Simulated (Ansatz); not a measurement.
# ZnCu2SnS4 — electric field gradients

The cell is a refined structure from the COD, its atoms then relaxed with PBE in this cell.

```xyz
8
Lattice="-2.7171 2.7171 5.4248 2.7171 -2.7171 5.4248 2.7171 2.7171 -5.4248" Properties=species:S:1:pos:R:3 pbc="T T T"
Zn    2.7171    0.0000    2.7124
Cu    0.0000    0.0000    0.0000
Cu    0.0000    2.7171    2.7124
Sn    0.0000    0.0000    5.4248
S     4.1646    1.3092    1.4068
S     1.3092    1.2696   -1.4068
S    -1.4475    1.4079    6.8316
S     1.4079    1.4475    4.0180
```

Sites (sets of like atoms) are named by element and the number of their first atom in this list.

All values are calculated (Ansatz; DFT, PBE, plane waves and PAW, scalar-relativistic, 420 eV cutoff, Γ-centred 7×7×7 k-points, Fermi–Dirac smearing 0.02 eV), not measured.

V_zz is the principal component of the electric field gradient with the largest magnitude, η = (V_xx − V_yy)/V_zz and C_Q = eQV_zz/h. Directions are in the Cartesian axes of the cell vectors above, for the atom listed; none is given where the gradient is under 0.02 or η is above 0.95.

(1) What field gradients does the calculation give at each kind of site?

Answers

(1) 

```json
{"site": "Zn", "first atom": "1", "first shell": "4 S at 2.35 Å", "V_zz (10²¹ V/m²)": "-0.041", "η": "0.00", "direction of V_zz (x, y, z)": "0.00 0.00 1.00"}
{"site": "Cu2", "first atom": "2", "first shell": "4 S at 2.30 Å", "V_zz (10²¹ V/m²)": "1.41", "η": "0.00", "direction of V_zz (x, y, z)": "0.00 0.00 1.00"}
{"site": "Cu3", "first atom": "3", "first shell": "4 S at 2.30 Å", "V_zz (10²¹ V/m²)": "-0.59", "η": "0.00", "direction of V_zz (x, y, z)": "0.00 0.00 1.00"}
{"site": "Sn", "first atom": "4", "first shell": "4 S at 2.46 Å", "V_zz (10²¹ V/m²)": "-0.55", "η": "0.00", "direction of V_zz (x, y, z)": "0.00 0.00 1.00"}
{"site": "S", "first atom": "5", "first shell": "2 Cu at 2.30 Å, 1 Zn at 2.35 Å, 1 Sn at 2.46 Å", "V_zz (10²¹ V/m²)": "10.50", "η": "0.31", "direction of V_zz (x, y, z)": "-0.55 0.59 -0.59"}
```

An axis of threefold or higher order runs through Zn, Cu2, Cu3 and Sn, so V_zz lies along it and η is zero.

With no gap above 0.1 eV, as in a metal, the gradients converge slowly in k; expect changes of a tenth or more on a denser mesh. Without spin–orbit coupling (the program notes it for Sn) the gradients can shift somewhat, as the gap is small. Semilocal functionals make gaps too small and can close them, so the real compound need not be a metal.

The relaxation (4 steps) took 4 min of wall time (4 min of CPU time) and 0.71 GiB at its peak, on 1 thread of Arm Neoverse V1 (aarch64; 8 cores open to the job, memory cap 3.0 GiB, no GPU), a shared host with a load of 0.8 a core.
